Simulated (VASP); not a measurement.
# CdS (Greenockite) (P6_3mc) in VASP: settings compared, part 2 of 2

VASP 6.6.1.

## Step 5: Relaxation of cell and atoms, PBE

INCAR

```
  ALGO = Normal
  EDIFF = 1E-7
  EDIFFG = -0.01
  ENCUT = 600
  GGA = PE
  IBRION = 2
  ISIF = 3
  ISMEAR = -1
  LASPH = T
  LCHARG = F
  LREAL = F
  LWAVE = F
  NELM = 100
  NSW = 60
  PREC = Accurate
  SIGMA = 0.05
```

KPOINTS

```
k-points
0
Gamma
  7 7 4
```

POSCAR

```
CdS
1.0
    4.1500000000      0.0000000000      0.0000000000
   -2.0750000000      3.5940054257      0.0000000000
    0.0000000000      0.0000000000      6.7370000000
Cd S
2 2
Direct
    0.6666666667      0.3333333333      0.5000000000
    0.3333333333      0.6666666667      0.0000000000
    0.6666666667      0.3333333333      0.8750000000
    0.3333333333      0.6666666667      0.3750000000
```

Potentials or basis: VASP PAW PBE potentials, release 64 (Cd, S).

Launch:

```bash
$ cat potpaw_PBE.64/Cd/POTCAR potpaw_PBE.64/S/POTCAR > POTCAR
$ mpirun -np 1 vasp_std > vasp.out
```

OUTCAR:

```text
EDIFF = 1E-7
   EDIFFG = -0.01
   ENCUT = 600
   GGA = PE
   IBRION = 2
   ISIF = 3
   ISMEAR = -1
   LASPH = T
   LREAL = F
   NELM = 100
   NSW = 60
   PREC = Accurate

 ion  position               nearest neighbor table
   1  0.667  0.333  0.500-   3 2.53   4 2.54   4 2.54   4 2.54
   2  0.333  0.667  0.000-   4 2.53   3 2.54   3 2.54   3 2.54
   3  0.667  0.333  0.875-   1 2.53   2 2.54   2 2.54   2 2.54
   4  0.333  0.667  0.375-   2 2.53   1 2.54   1 2.54   1 2.54

  LATTYP: Found a hexagonal cell.
 ALAT       =     4.1500000000
 C/A-ratio  =     1.6233734940

  Lattice vectors:

 A1 = (   4.1500000000,   0.0000000000,   0.0000000000)
 A2 = (  -2.0750000000,   3.5940054257,   0.0000000000)
 A3 = (   0.0000000000,   0.0000000000,   6.7370000000)

Analysis of symmetry for initial positions (statically):
=====================================================================
 Subroutine PRICEL returns:
 Original cell was already a primitive cell.

 Routine SETGRP: Setting up the symmetry group for a
 hexagonal supercell.

 Subroutine GETGRP returns: Found 12 space group operations
[... 160 lines left out ...]

--------------------------------------- Ionic step        1  -------------------------------------------

 number of electron      36.0000008 magnetization

 Free energy of the ion-electron system (eV)
  ---------------------------------------------------
  ext. energy  EPLUGINS =         0.00000000
  ---------------------------------------------------
  free energy    TOTEN  =       -12.26693584 eV

  energy without entropy =      -12.26693569  energy(sigma->0) =      -12.26693577

------------------------ aborting loop because EDIFF is reached ----------------------------------------

  FORCE on cell =-STRESS in cart. coord.  units (eV):
  Direction    XX          YY          ZZ          XY          YZ          ZX
  --------------------------------------------------------------------------------------
  -------------------------------------------------------------------------------------
  Total        1.3579690      1.3579690      1.7704816      0.0000000      0.0000000      0.0000000
  in kB       21.6524505     21.6524505     28.2298535      0.0000000      0.0000000      0.0000000
  external PRESSURE =      23.8449182 kB  Pullay stress =       0.0000000 kB
[... 139 lines left out ...]
--------------------------------------- Ionic step        5  -------------------------------------------

 number of electron      36.0000002 magnetization

 Free energy of the ion-electron system (eV)
  ---------------------------------------------------
  ext. energy  EPLUGINS =         0.00000000
  ---------------------------------------------------
  free energy    TOTEN  =       -12.29772137 eV

  energy without entropy =      -12.29772096  energy(sigma->0) =      -12.29772117

 E-fermi :   1.4578     XC(G=0):  -8.8977

 val. band max:        0.8763665629   @ k =   0.0000   0.0000   0.0000
 cond. band min:       1.9750612369   @ k =   0.0000   0.0000   0.0000
 fundamental gap:      1.0986946739
 Fermi energy:         1.4578135261

 k-point     1 :       0.0000    0.0000    0.0000
  band No.  band energies     occupation
      1     -11.1876      2.00000
      2     -10.8047      2.00000
      3      -6.6628      2.00000
      4      -6.6544      2.00000
      5      -6.6544      2.00000
      6      -6.5807      2.00000
[... 620 lines left out ...]
  FREE ENERGIE OF THE ION-ELECTRON SYSTEM (eV)
  ---------------------------------------------------
  free  energy   TOTEN  =       -12.2977213731 eV

  energy  without entropy=      -12.2977209632  energy(sigma->0) =      -12.29772117

 reached required accuracy - stopping structural energy minimisation
```

OSZICAR:

```text
N       E                     dE             d eps       ncg     rms          rms(c)
DAV:   1     0.272470138184E+03    0.27247E+03   -0.19183E+04  1056   0.168E+03
DAV:   2     0.215515541185E+01   -0.27031E+03   -0.26332E+03  1194   0.379E+02
DAV:   3    -0.131696051936E+02   -0.15325E+02   -0.15269E+02  1272   0.902E+01
[... 50 lines left out ...]
DAV:   4    -0.122977204336E+02    0.62083E-06   -0.86158E-06  1122   0.219E-02    0.752E-03
DAV:   5    -0.122977208854E+02   -0.45182E-06   -0.25333E-06  1272   0.193E-02    0.436E-03
DAV:   6    -0.122977212386E+02   -0.35320E-06   -0.24500E-07   700   0.403E-03    0.227E-03
DAV:   7    -0.122977213433E+02   -0.10465E-06   -0.55909E-08   546   0.286E-03    0.536E-04
DAV:   8    -0.122977213731E+02   -0.29843E-07   -0.74814E-09   528   0.620E-04
   5 F= -.12297721E+02 E0= -.12297721E+02  d E =-.406271E-04
```

Run time: 1.8 min. Hardware: 1 thread of Intel Xeon 6975P-C (Granite Rapids), shared host; peak memory 0.28 GiB.

What came out:

* Free energy: -12.2977 eV
* Relaxed volume: 26.16 Å³/atom
* Relaxed cell: a = 4.201 Å, b = 4.201 Å, c = 6.847 Å, α = 90.00°, β = 90.00°, γ = 120.00°
* Space group after relaxing (to 0.05 Å): P6_3mc (No. 186)
* Energy gained by relaxing: 7.7 meV/atom
* Ionic steps: 5
* Pressure after relaxing: 0.0 GPa
* Largest force after relaxing: 0.007 eV/Å
* Band gap on the k mesh: 1.10 eV, direct

Forces in eV/Å, atoms in the order of the input:
```
Cd   0.000  0.000 -0.007
Cd   0.000  0.000 -0.007
S    0.000  0.000  0.007
S    0.000  0.000  0.007
```

The path:
```csv
step,energy change (eV),largest force (eV/Å),pressure (GPa),volume (Å³)
1,0.0000,0.0693,2.38,100.48
2,-0.0279,0.0021,-0.67,106.02
3,-0.0308,0.0150,0.00,104.66
4,-0.0307,0.0141,-0.05,104.75
5,-0.0308,0.0073,0.01,104.64
```

Final structure:
```
Cd S
1.0
     4.20081    0.00000    0.00000
    -2.10040    3.63801    0.00000
     0.00000    0.00000    6.84682
Cd S
2 2
Direct
  0.66667 0.33333 0.49952
  0.33333 0.66667 0.99952
  0.66667 0.33333 0.87548
  0.33333 0.66667 0.37548
```

Levels at points of the mesh, in eV from the valence-band top:
```csv
k point,band 15,band 16,band 17,band 18,band 19,band 20,band 21,band 22
"(0.00, 0.00, 0.00)",-0.69,-0.04,0.00,0.00,1.10,2.74,6.49,6.49
"(0.00, 0.00, 0.50)",-0.36,-0.36,-0.36,-0.36,2.75,2.75,6.13,6.13
```

## Step 6: Relaxation of cell and atoms, LDA

INCAR

```
ALGO = Normal ; EDIFF = 1E-6
EDIFFG = -0.01 ; ENCUT = 600
GGA = CA ; IBRION = 2
ISIF = 3 ; ISMEAR = -1
LASPH = T ; LCHARG = F
LREAL = F ; LWAVE = F
NELM = 60 ; NSW = 60
PREC = Accurate ; SIGMA = 0.05
```

KPOINTS is that of step 5.

POSCAR is that of step 5.

Potentials or basis: VASP PAW LDA potentials, release 64 (Cd, S).

Launch:

```bash
$ cat potpaw_LDA.64/Cd/POTCAR potpaw_LDA.64/S/POTCAR > POTCAR
$ mpirun -np 1 vasp_std > vasp.out
```

It took 82 s on 1 thread of Intel Xeon 6975P-C (Granite Rapids), shared host; peak memory 0.24 GiB.

The run converged. Its results:

- Free energy: -14.8195 eV
- Relaxed volume: 24.03 Å³/atom
- Relaxed cell: a = 4.083 Å, b = 4.083 Å, c = 6.658 Å, α = 90.00°, β = 90.00°, γ = 120.00°
- Space group after relaxing (to 0.05 Å): P6_3mc (No. 186)
- Energy gained by relaxing: 9.9 meV/atom
- Ionic steps: 4
- Pressure after relaxing: 0.0 GPa
- Band gap on the k mesh: 1.04 eV, direct

The path:
| step | energy change (eV) | largest force (eV/Å) | pressure (GPa) | volume (Å³) |
| --- | --- | --- | --- | --- |
| 1 | 0.0000 | 0.0634 | -2.70 | 100.48 |
| 2 | -0.0330 | 0.0040 | 1.25 | 94.45 |
| 3 | -0.0393 | 0.0189 | 0.01 | 96.10 |
| 4 | -0.0394 | 0.0004 | 0.00 | 96.12 |

Final structure:
```xyz
4
Lattice="4.0829 0.0000 0.0000 -2.0415 3.5359 0.0000 0.0000 0.0000 6.6579" Properties=species:S:1:pos:R:3 pbc="T T T"
Cd    2.0415    1.1786    3.3259
Cd    0.0000    2.3573    6.6549
S     2.0415    1.1786    5.8287
S     0.0000    2.3573    2.4998
```

Levels at points of the mesh, in eV from the valence-band top:
```tsv
k point	band 14	band 15	band 16	band 17	band 18	band 19	band 20	band 21	band 22
(0.00, 0.00, 0.00)	-0.82	-0.82	-0.06	0.00	0.00	1.04	2.63	6.29	6.29
(0.00, 0.00, 0.50)	-2.64	-0.43	-0.43	-0.43	-0.43	2.72	2.72	6.01	6.01
```

Expect the measured gap to be larger: semilocal functionals such as LDA lack the derivative discontinuity. LDA usually gives volumes a few per cent too small.

## Step 7: The runs side by side

```csv
task,level,potentials or basis,cell,cutoff (eV),smearing,gap on the mesh (eV),pressure (GPa),relaxed volume (Å³/atom),largest force (eV/Å)
relaxation of cell and atoms,PW91,"VASP PAW PBE potentials, release 64 (Cd, S)",relaxed,600,fermi-dirac 0.05 eV,1.08,0.0,26.13,0.01
relaxation of cell and atoms,AM05,"VASP PAW PBE potentials, release 64 (Cd, S)",relaxed,600,fermi-dirac 0.05 eV,1.18,0.0,25.09,-
single point,PBE,"VASP PAW PBE potentials, release 64 (Cd, S)",as given,520,gaussian 0.011 eV,1.20,2.4,-,0.07
relaxation of cell and atoms,PBE,"VASP PAW PBE potentials, release 64 (Cd, S)",relaxed,600,fermi-dirac 0.05 eV,1.10,0.0,26.16,0.01
relaxation of cell and atoms,LDA,"VASP PAW LDA potentials, release 64 (Cd, S)",relaxed,600,fermi-dirac 0.05 eV,1.04,0.0,24.03,-
```

Alike in all rows: no spin polarisation; k mesh 7 × 7 × 4.

Caveats: the PAW data sets were made with another functional, which shifts forces and pressure a little (some runs).

Absolute energies hang on the potentials; compare differences alone.

## Step 8: How close it comes

Step 4. Measured gap of CdS: 2.5809 eV (quoted in “Isotope dependence of band-gap energy”, 2008, arxiv:0807.2152). This calculation gives 1.20 eV (-1.38 eV). So large a miss can be the level of theory's own, or it may mean another phase, state or a wrong row. Spin-orbit coupling on Cd is left out. The value is that of PBE, without temperature or zero-point motion. Semilocal functionals fall short of measured gaps as a rule.
